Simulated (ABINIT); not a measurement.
# Sb (Im-3m) in ABINIT: reference runs

Aim: a first look at Sb with PBEsol, on the cell as given and on a disturbed one.

Program: ABINIT 10.8.3 (patched build). These are calculated values, not measurements. Logs are shortened: lines on timing, memory, paths and dates and some standing lists are left out, and cuts for length are marked. The log counts tension as positive stress, the text compression.

## (1) The crystal as given

The structure is cubic, space group Im-3m (No. 229). Conventional cell: a = 3.743 Å, b = 3.743 Å, c = 3.743 Å, α = 90.00°, β = 90.00°, γ = 90.00°. Sb (site symmetry m-3m) is surrounded by 8 Sb at 3.24 Å.

This isn't the form of Sb at room conditions, which is rhombohedral.

## (2) Single point, PBEsol

File run.abi:

```
pp_dirpath "./"
pseudos "Sb.upf"

acell 3*1.0
rprim
    -3.5363217609     3.5363217609     3.5363217609
     3.5363217609    -3.5363217609     3.5363217609
     3.5363217609     3.5363217609    -3.5363217609
ntypat 1
znucl 51
natom 1
typat 1
xred
     0.0000000000     0.0000000000     0.0000000000

ecut 40.0

kptopt 1
ngkpt 10 10 10
nshiftk 1
shiftk 0.0 0.0 0.0

ixc -116133

nband 12
occopt 3
tsmear 0.05 eV

nstep 100
tolvrs 1.0e-10

iomode 3
prtwf 0
prtden 0
prteig 0
prtebands 0
enunit 2
```

Potentials or basis: PseudoDojo NC SR PBEsol v0.4.1 standard.

Run with:

```
abinit run.abi > log 2>&1
```

run.abo:

```text
.Version 10.8.3 of ABINIT
 Symmetries : space group Im -3 m (#229); Bravais cI (body-center cubic)
================================================================================
 Values of the parameters that define the memory need of the present run
     intxc =       0    ionmov =       0      iscf =       7    lmnmax =       6
     lnmax =       6     mgfft =      36  mpssoang =       3    mqgrid =    3001
     natom =       1  nloc_mem =       1    nspden =       1   nspinor =       1
    nsppol =       1      nsym =      48    n1xccc =    2501    ntypat =       1
    occopt =       3   xclevel =       2
       mpw =        2155          nfft =       46656          nkpt =          47
================================================================================
================================================================================

--------------------------------------------------------------------------------
------------- Echo of variables that govern the present computation ------------
--------------------------------------------------------------------------------
 -outvars: echo values of preprocessed input variables --------
            acell      1.0000000000E+00  1.0000000000E+00  1.0000000000E+00 Bohr
              amu      1.21753000E+02
             ecut      4.00000000E+01 Hartree
           enunit           2
              ixc     -116133
         kptrlatt       10    0    0      0   10    0      0    0   10
          kptrlen      6.12508896E+01
            natom           1
            nband          12
            ngfft          36      36      36
             nkpt          47
            nstep         100
             nsym          48
           ntypat           1
           occopt           3
           prtden           0
        prtebands           0
           prteig           0
            prtwf           0
            rprim     -3.5363217609E+00  3.5363217609E+00  3.5363217609E+00
                       3.5363217609E+00 -3.5363217609E+00  3.5363217609E+00
                       3.5363217609E+00  3.5363217609E+00 -3.5363217609E+00
          spgroup         229
           tolvrs      1.00000000E-10
           tsmear      1.83746611E-03 Hartree
            typat      1
            znucl       51.00000

================================================================================

 chkinp: Checking input parameters for consistency.

================================================================================
== DATASET  1 ==================================================================

--- !DatasetInfo
iteration_state: {dtset: 1, }
dimensions: {natom: 1, nkpt: 47, mband: 12, nsppol: 1, nspinor: 1, nspden: 1, mpw: 2155, }
cutoff_energies: {ecut:  40.0, pawecutdg:  -1.0, }
electrons: {nelect:   1.50000000E+01, charge:   0.00000000E+00, occopt:   3.00000000E+00, tsmear:   1.83746611E-03, }
meta: {optdriver: 0, ionmov: 0, optcell: 0, iscf: 7, paral_kgb: 0, }
...

 Real(R)+Recip(G) space primitive vectors, cartesian coordinates (Bohr,Bohr^-1):
 R(1)= -3.5363218  3.5363218  3.5363218  G(1)=  0.0000000  0.1413898  0.1413898
 R(2)=  3.5363218 -3.5363218  3.5363218  G(2)=  0.1413898  0.0000000  0.1413898
 R(3)=  3.5363218  3.5363218 -3.5363218  G(3)=  0.1413898  0.1413898  0.0000000
 Unit cell volume ucvol=  1.7689490E+02 bohr^3
 Angles (23,13,12)=  1.09471221E+02  1.09471221E+02  1.09471221E+02 degrees

 getcut: wavevector=  0.0000  0.0000  0.0000  ngfft=  36  36  36
         ecut(hartree)=     40.000   => boxcut(ratio)=   2.06441

--- Pseudopotential description ------------------------------------------------
- pspini: atom type   1  psp file is ./Sb.upf
12 -116133 2 -1 1434                          pspcod,pspxc,lmax,lloc,mmax
     nproj     2     2     2

   3.95346149E+02                                ecore*ucvol(ha*bohr**3)
--------------------------------------------------------------------------------

================================================================================

--- !BeginCycle
iteration_state: {dtset: 1, }
solver: {iscf: 7, nstep: 100, nline: 4, wfoptalg: 0, }
tolerances: {tolvrs: 1.00E-10, }
...

     iter   Etot(hartree)      deltaE(h)  residm     vres2
 ETOT  1  -90.646450428223    -9.065E+01 7.911E-01 6.714E-01
 ETOT  2  -90.775984298715    -1.295E-01 3.387E-02 5.944E-01
 ETOT  3  -90.776083736382    -9.944E-05 4.239E-03 5.504E-02
 ETOT  4  -90.776092006200    -8.270E-06 1.797E-03 7.887E-04
 ETOT  5  -90.776092181793    -1.756E-07 1.437E-03 9.709E-07
 ETOT  6  -90.776092181910    -1.172E-10 8.656E-03 1.721E-08
 ETOT  7  -90.776092181915    -4.349E-12 1.314E-03 3.272E-10
 ETOT  8  -90.776092181914     1.052E-12 2.492E-03 4.980E-13

 At SCF step    8       vres2   =  4.98E-13 < tolvrs=  1.00E-10 =>converged.

 Cartesian components of stress tensor (hartree/bohr^3)
  sigma(1 1)=  7.85603849E-07  sigma(3 2)=  0.00000000E+00
  sigma(2 2)=  7.85603849E-07  sigma(3 1)=  0.00000000E+00
  sigma(3 3)=  7.85603849E-07  sigma(2 1)=  0.00000000E+00

--- !ResultsGS
iteration_state: {dtset: 1, }
comment   : Summary of ground state results
lattice_vectors:
- [ -3.5363218,   3.5363218,   3.5363218, ]
- [  3.5363218,  -3.5363218,   3.5363218, ]
- [  3.5363218,   3.5363218,  -3.5363218, ]
lattice_lengths: [   6.12509,    6.12509,    6.12509, ]
lattice_angles: [109.471, 109.471, 109.471, ] # degrees, (23, 13, 12)
lattice_volume:   1.7689490E+02
convergence: {deltae:  1.052E-12, res2:  4.980E-13, residm:  2.492E-03, diffor: null, }
etotal    :  -9.07760922E+01
entropy   :   0.00000000E+00
fermie    :   3.06142184E-01
cartesian_stress_tensor: # hartree/bohr^3
- [  7.85603849E-07,   0.00000000E+00,   0.00000000E+00, ]
- [  0.00000000E+00,   7.85603849E-07,   0.00000000E+00, ]
- [  0.00000000E+00,   0.00000000E+00,   7.85603849E-07, ]
pressure_GPa:  -2.3113E-02
xred      :
- [  0.0000E+00,   0.0000E+00,   0.0000E+00, Sb]
cartesian_forces: # hartree/bohr
- [ -0.00000000E+00,  -0.00000000E+00,  -0.00000000E+00, ]
force_length_stats: {min:   0.00000000E+00, max:   0.00000000E+00, mean:   0.00000000E+00, }
...

 Integrated electronic density in atomic spheres:
 ------------------------------------------------
 Atom  Sphere_radius  Integrated_density
    1        2.00000         11.17828368
================================================================================

 ----iterations are completed or convergence reached----

 Mean square residual over all n,k,spin=   55.601E-07; max=  24.921E-04
 reduced coordinates (array xred) for    1 atoms
       0.000000000000      0.000000000000      0.000000000000
 rms dE/dt=  0.0000E+00; max dE/dt=  0.0000E+00; dE/dt below (all hartree)
    1       0.000000000000      0.000000000000      0.000000000000

 cartesian coordinates (angstrom) at end:
    1      0.00000000000000     0.00000000000000     0.00000000000000

 cartesian forces (hartree/bohr) at end:
    1     -0.00000000000000    -0.00000000000000    -0.00000000000000
 frms,max,avg= 0.0000000E+00 0.0000000E+00   0.000E+00  0.000E+00  0.000E+00 h/b

 cartesian forces (eV/Angstrom) at end:
    1     -0.00000000000000    -0.00000000000000    -0.00000000000000
 frms,max,avg= 0.0000000E+00 0.0000000E+00   0.000E+00  0.000E+00  0.000E+00 e/A
 length scales=  1.000000000000  1.000000000000  1.000000000000 bohr
              =  0.529177210544  0.529177210544  0.529177210544 angstroms
 Fermi (or HOMO) energy (hartree) =   0.30614   Average Vxc (hartree)=  -0.41070
 Eigenvalues (hartree) for nkpt=  47  k points:
 kpt#   1, nband= 12, wtk=  0.00100, kpt=  0.0000  0.0000  0.0000 (reduced coord)
  -0.76542   -0.76542   -0.76542   -0.76259   -0.76259   -0.17375    0.51533    0.51533
   0.51533    0.72653    0.72658    0.72939
      occupation numbers for kpt#   1
   2.00000    2.00000    2.00000    2.00000    2.00000    2.00000    0.00000    0.00000
   0.00000    0.00000    0.00000    0.00000
 prteigrs : prtvol=0 or 1, do not print more k-points.

 Fermi (or HOMO) energy (eV) =   8.33055   Average Vxc (eV)= -11.17578
 Eigenvalues (   eV  ) for nkpt=  47  k points:
 kpt#   1, nband= 12, wtk=  0.00100, kpt=  0.0000  0.0000  0.0000 (reduced coord)
 -20.82812  -20.82812  -20.82812  -20.75108  -20.75108   -4.72785   14.02278   14.02278
  14.02278   19.76982   19.77127   19.84778
 prteigrs : prtvol=0 or 1, do not print more k-points.

--- !EnergyTerms
iteration_state     : {dtset: 1, }
comment             : Components of total free energy in Hartree
kinetic             :  5.32022024628558E+01
hartree             :  1.93691759037149E+01
xc                  : -2.25168409419284E+01
Ewald energy        : -5.78869501633902E+01
psp_core            :  2.23492112643353E+00
local_psp           : -6.59999793822060E+01
non_local_psp       : -1.91782921064439E+01
internal            : -9.07757631009642E+01
'-kT*entropy'       : -3.29080949521189E-04
total_energy        : -9.07760921819138E+01
total_energy_eV     : -2.47014330626283E+03
band_energy         : -7.08274973009397E+00
...

 Cartesian components of stress tensor (hartree/bohr^3)
  sigma(1 1)=  7.85603849E-07  sigma(3 2)=  0.00000000E+00
  sigma(2 2)=  7.85603849E-07  sigma(3 1)=  0.00000000E+00
  sigma(3 3)=  7.85603849E-07  sigma(2 1)=  0.00000000E+00

-Cartesian components of stress tensor (GPa)         [Pressure= -2.3113E-02 GPa]
- sigma(1 1)=  2.31132632E-02  sigma(3 2)=  0.00000000E+00
- sigma(2 2)=  2.31132632E-02  sigma(3 1)=  0.00000000E+00
- sigma(3 3)=  2.31132632E-02  sigma(2 1)=  0.00000000E+00

== END DATASET(S) ==============================================================
================================================================================

 -outvars: echo values of variables after computation  --------
            acell      1.0000000000E+00  1.0000000000E+00  1.0000000000E+00 Bohr
           etotal     -9.0776092182E+01
            fcart     -0.0000000000E+00 -0.0000000000E+00 -0.0000000000E+00
            rprim     -3.5363217609E+00  3.5363217609E+00  3.5363217609E+00
                       3.5363217609E+00 -3.5363217609E+00  3.5363217609E+00
                       3.5363217609E+00  3.5363217609E+00 -3.5363217609E+00
           strten      7.8560384856E-07  7.8560384857E-07  7.8560384857E-07
                       0.0000000000E+00  0.0000000000E+00  0.0000000000E+00
 Calculation completed.
```

It took 22 s on 1 thread of Arm Neoverse V2, shared host; peak memory 0.08 GiB.

Results:

```yaml
Free_energy: -2470.1433 eV
Pressure: 0.0 GPa
Band_gap_on_the_k_mesh: none (metal or under the smearing width)
Valence_electrons_inside_the_program's_atomic_spheres: Sb 11.18 (radii [1.0584] Å)
```

Levels at points of the mesh, in eV from the Fermi level:
| k point | band 6 | band 7 | band 8 | band 9 | band 10 | band 11 |
| --- | --- | --- | --- | --- | --- | --- |
| (0.00, 0.00, 0.00) | -13.06 | 5.69 | 5.69 | 5.69 | 11.44 | 11.44 |
| (0.50, 0.00, 0.00) | -8.85 | -5.75 | 1.77 | 3.85 | 6.61 | 7.18 |
| (0.50, 0.50, 0.50) | -5.49 | -2.03 | -2.03 | -2.03 | 2.94 | 2.94 |

(Continued in part 2 of 2.)
